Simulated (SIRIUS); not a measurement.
# Ta (Im-3m) in SIRIUS: further runs, part 3 of 3

SIRIUS 7.12.0. The steps go on from the part before.

### 8 Equation of state, PBE, 19.09 Å³/atom (volume scaled by 1.06)

sirius.json

```json
{
  "control": {
    "processing_unit": "cpu",
    "std_evp_solver_name": "lapack",
    "gen_evp_solver_name": "lapack",
    "verbosity": 2,
    "print_forces": false,
    "ortho_rf": true,
    "use_second_variation": true,
    "rmt_max": 3.0,
    "num_bands_to_print": 22,
    "save_wf": true
  },
  "parameters": {
    "electronic_structure_method": "full_potential_lapwlo",
    "xc_functionals": ["XC_GGA_X_PBE", "XC_GGA_C_PBE"],
    "core_relativity": "dirac",
    "valence_relativity": "iora",
    "num_fv_states": 22,
    "smearing": "fermi_dirac",
    "smearing_width": 0.0018374661,
    "pw_cutoff": 20,
    "gk_cutoff": 3.54,
    "lmax_apw": 11,
    "lmax_rho": 8,
    "lmax_pot": 8,
    "num_mag_dims": 0,
    "auto_rmt": 0,
    "ngridk": [11, 11, 11],
    "shiftk": [0, 0, 0],
    "num_dft_iter": 80,
    "energy_tol": 1e-07,
    "density_tol": 1e-05,
    "use_symmetry": true
  },
  "settings": {"tol_ne": 1e-10},
  "iterative_solver": {"type": "exact"},
  "mixer": {"type": "anderson", "beta": 0.5, "max_history": 8},
  "unit_cell": {
    "lattice_vectors": [
      [-3.1816681193, 3.1816681193, 3.1816681193],
      [3.1816681193, -3.1816681193, 3.1816681193],
      [3.1816681193, 3.1816681193, -3.1816681193]
    ],
    "atom_types": ["Ta"],
    "atom_files": {"Ta": "Ta.json"},
    "atoms": {"Ta": [[0.0, 0.0, 0.0]]}
  }
}
```

Ta.json

```json
{
  "name": "tantalum",
  "symbol": "Ta",
  "number": 73,
  "mass": 180.94788,
  "rmin": 1e-06,
  "rmt": 2.6,
  "nrmt": 800,
  "rinf": 15.8,
  "core": "1s2s2p3s3p3d4s4p4d",
  "valence": [
    {"basis": [{"enu": 0.18, "dme": 0, "n": 0, "auto": 0}, {"enu": 0.18, "dme": 1, "n": 0, "auto": 0}]},
    {"l": 0, "n": 1, "basis": [{"enu": 0.28, "dme": 0, "n": 0, "auto": 0}]},
    {"l": 1, "n": 2, "basis": [{"enu": 0.28, "dme": 0, "n": 0, "auto": 0}]},
    {"l": 2, "n": 3, "basis": [{"enu": 0.28, "dme": 0, "n": 0, "auto": 0}]},
    {"l": 3, "n": 4, "basis": [{"enu": 0.28, "dme": 0, "n": 0, "auto": 0}]},
    {"l": 4, "n": 5, "basis": [{"enu": 0.28, "dme": 0, "n": 0, "auto": 0}]}
  ],
  "lo": [
    {"l": 0, "basis": [{"enu": 0.28, "dme": 0, "n": 0, "auto": 0}, {"enu": 0.28, "dme": 1, "n": 0, "auto": 0}]},
    {
      "l": 0,
      "basis": [{"enu": -2.2572, "dme": 0, "n": 5, "auto": 1}, {"enu": -2.2572, "dme": 1, "n": 5, "auto": 1}]
    },
    {
      "l": 0,
      "basis": [{"enu": -2.2572, "dme": 1, "n": 5, "auto": 1}, {"enu": 0.28, "dme": 0, "n": 0, "auto": 0}]
    },
    {"l": 0, "basis": [{"enu": 0.28, "dme": 0, "n": 0, "auto": 0}, {"enu": 2.6469, "dme": 0, "n": 0, "auto": 0}]},
    {"l": 1, "basis": [{"enu": 0.28, "dme": 0, "n": 0, "auto": 0}, {"enu": 0.28, "dme": 1, "n": 0, "auto": 0}]},
    {
      "l": 1,
      "basis": [{"enu": -1.0303, "dme": 0, "n": 5, "auto": 1}, {"enu": -1.0303, "dme": 1, "n": 5, "auto": 1}]
    },
    {
      "l": 1,
      "basis": [{"enu": -1.0303, "dme": 1, "n": 5, "auto": 1}, {"enu": 0.28, "dme": 0, "n": 0, "auto": 0}]
    },
    {"l": 1, "basis": [{"enu": 0.28, "dme": 0, "n": 0, "auto": 0}, {"enu": 3.0019, "dme": 0, "n": 0, "auto": 0}]},
    {"l": 2, "basis": [{"enu": 0.28, "dme": 0, "n": 0, "auto": 0}, {"enu": 0.28, "dme": 1, "n": 0, "auto": 0}]},
    {"l": 2, "basis": [{"enu": 0.28, "dme": 1, "n": 0, "auto": 0}, {"enu": 0.28, "dme": 2, "n": 0, "auto": 0}]},
    {"l": 2, "basis": [{"enu": 0.28, "dme": 0, "n": 0, "auto": 0}, {"enu": 2.5877, "dme": 0, "n": 0, "auto": 0}]},
    {"l": 3, "basis": [{"enu": 0.28, "dme": 0, "n": 0, "auto": 0}, {"enu": 0.28, "dme": 1, "n": 0, "auto": 0}]},
    {
      "l": 3,
      "basis": [{"enu": -0.5047, "dme": 0, "n": 4, "auto": 1}, {"enu": -0.5047, "dme": 1, "n": 4, "auto": 1}]
    },
    {
      "l": 3,
      "basis": [{"enu": -0.5047, "dme": 1, "n": 4, "auto": 1}, {"enu": 0.28, "dme": 0, "n": 0, "auto": 0}]
    },
    {"l": 3, "basis": [{"enu": 0.28, "dme": 0, "n": 0, "auto": 0}, {"enu": 3.712, "dme": 0, "n": 0, "auto": 0}]},
    {"l": 4, "basis": [{"enu": 0.28, "dme": 0, "n": 0, "auto": 0}, {"enu": 0.28, "dme": 1, "n": 0, "auto": 0}]},
    {"l": 4, "basis": [{"enu": 0.28, "dme": 0, "n": 0, "auto": 0}, {"enu": 3.1202, "dme": 0, "n": 0, "auto": 0}]}
  ],
  "free_atom": [... radial grid and density of the free atom, the start of the SCF ...]
}
```

sirius_start.json

```json
{
  "control": {
    "processing_unit": "cpu",
    "std_evp_solver_name": "lapack",
    "gen_evp_solver_name": "lapack",
    "verbosity": 1,
    "print_forces": false,
    "ortho_rf": true,
    "use_second_variation": true,
    "rmt_max": 3.0,
    "num_bands_to_print": 22,
    "save_wf": false
  },
  "parameters": {
    "electronic_structure_method": "full_potential_lapwlo",
    "xc_functionals": ["XC_LDA_X", "XC_LDA_C_PW"],
    "core_relativity": "dirac",
    "valence_relativity": "iora",
    "num_fv_states": 22,
    "smearing": "fermi_dirac",
    "smearing_width": 0.0055123983,
    "pw_cutoff": 20,
    "gk_cutoff": 2.83,
    "lmax_apw": 11,
    "lmax_rho": 8,
    "lmax_pot": 8,
    "num_mag_dims": 0,
    "auto_rmt": 0,
    "ngridk": [4, 4, 4],
    "shiftk": [0, 0, 0],
    "num_dft_iter": 30,
    "energy_tol": 0.01,
    "density_tol": 0.05,
    "use_symmetry": true
  },
  "settings": {"tol_ne": 1e-10},
  "iterative_solver": {"type": "exact"},
  "mixer": {"type": "anderson", "beta": 0.5, "max_history": 8},
  "unit_cell": {
    "lattice_vectors": [
      [-3.1816681193, 3.1816681193, 3.1816681193],
      [3.1816681193, -3.1816681193, 3.1816681193],
      [3.1816681193, 3.1816681193, -3.1816681193]
    ],
    "atom_types": ["Ta"],
    "atom_files": {"Ta": "Ta.json"},
    "atoms": {"Ta": [[0.0, 0.0, 0.0]]}
  }
}
```

Run with:

```sh
> OMP_NUM_THREADS=1 sirius.scf --input=sirius_start.json --output=start.json
> OMP_NUM_THREADS=1 sirius.scf --input=sirius.json --output=output.json --task=1
```

Wall time 42 s (1 thread of Arm Neoverse V1, shared host); peak memory 0.35 GiB.

The run converged. Its results:

```yaml
Free_energy: -425208.3266 eV
Band_gap_on_the_k_mesh: none (metal or under the smearing width)
All_electrons_inside_the_program's_atomic_spheres: Ta 71.09 (radii Ta 2.6 bohr)
```

### 9 Equation of state, PBE

Potentials or basis: all-electron FP-LAPW, apw+lo standard.

This step only gathers the single runs of the series.

Results:

```yaml
Equilibrium_volume: 18.24 Å³/atom
Bulk_modulus: 193 GPa
Pressure_derivative_of_the_bulk_modulus: "4.3 (rough: it moves with the points fitted)"
```

Energy against volume, from the lowest point:
| volume (Å³/atom) | energy (meV/atom) |
| --- | --- |
| 16.930 | 63.77 |
| 17.290 | 31.93 |
| 17.650 | 11.48 |
| 18.010 | 1.05 |
| 18.371 | 0.00 |
| 18.731 | 7.26 |
| 19.091 | 21.73 |

The run has no spin-orbit coupling, so splittings on Ta are missing. PBE usually gives volumes a little too large and moduli too small.

### 10 Comparison with measurements

Step 9. Measured bulk modulus of Ta: 194 GPa (quoted in “Refinement of the equation of state of tantalum”, 2004, arxiv:cond-mat/0403080). This calculation gives 193 GPa (-0.3 %). The fit is for a static lattice scaled at fixed shape and fixed fractional positions.
